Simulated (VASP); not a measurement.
Wanted: an ASE script for a VASP 6.6.1 run.

```
Task                   : single point
Functional             : r2SCAN
Potentials or basis    : VASP PAW PBE potentials, release 64 (Rh_pv)
Cutoff                 : 600 eV
k mesh                 : 10 × 10 × 10
Occupations            : tetrahedron
Spin                   : no spin polarisation
Further INCAR settings : ALGO = Normal; EDIFF = 1.00e-07; NBANDS = 12
```

The structure of Rh lies in Rh.cif:

```cif
data_Rh
_cell_length_a 2.89121388
_cell_length_b 2.89121388
_cell_length_c 2.89121388
_cell_angle_alpha 60.00000000
_cell_angle_beta 60.00000000
_cell_angle_gamma 60.00000000
_space_group_name_H-M_alt 'P1'
_space_group_name_Hall 'P 1'
_space_group_IT_number 1
loop_
_space_group_symop_operation_xyz
'x,y,z'
loop_
_atom_site_label
_atom_site_type_symbol
_atom_site_symmetry_multiplicity
_atom_site_Wyckoff_symbol
_atom_site_fract_x
_atom_site_fract_y
_atom_site_fract_z
_atom_site_occupancy
Rh1 Rh 1 a 0.0000000000 0.0000000000 0.0000000000 1
```

The cell isn't the ideal one: volume scaled by 1.25.

These files were run (other wordings do the same):

run.py

```python
from ase.calculators.vasp import Vasp
from ase.dft.bandgap import bandgap
from ase.io import read

atoms = read('Rh.cif')
calc = Vasp(
    directory='calc',
    xc='r2scan',
    pp='PBE',
    setups='materialsproject',
    prec='Accurate',
    encut=600,
    ediff=1e-07,
    ismear=-5,
    sigma=0.05,
    lreal=False,
    lasph=True,
    nelm=80,
    algo='Normal',
    isif=2,
    lwave=False,
    lcharg=True,
    lmixtau=True,
    lelf=True,
    lvhar=True,
    kpts=[10, 10, 10],
    gamma=True,
    nbands=12,
)
atoms.calc = calc

print('energy (eV):', atoms.get_potential_energy())
print('free energy (eV):', atoms.get_potential_energy(force_consistent=True))
print('forces (eV/A):')
print(atoms.get_forces())
print('stress (eV/A^3, Voigt):', atoms.get_stress())
print('Fermi level (eV):', calc.get_fermi_level())
gap, top, bottom = bandgap(calc)
print('band gap (eV):', gap, 'from (spin, k, band)', top, 'to', bottom)
```

Potentials or basis: VASP PAW PBE potentials, release 64 (Rh_pv).

Run with:

```console
$ python run.py
```

Results of the run:

```json
{"Pressure": "-34.7 GPa", "Band gap on the k mesh": "none (metal or under the smearing width)"}
```

Caveat: the PAW data sets were made with another functional, which shifts forces and pressure a little; tetrahedron occupations give inexact forces and stress in metals.

Run time: 40 s on 1 thread of Intel(R) Xeon(R) Platinum 8488C (Sapphire Rapids), on a shared host, peak memory 0.14 GiB.
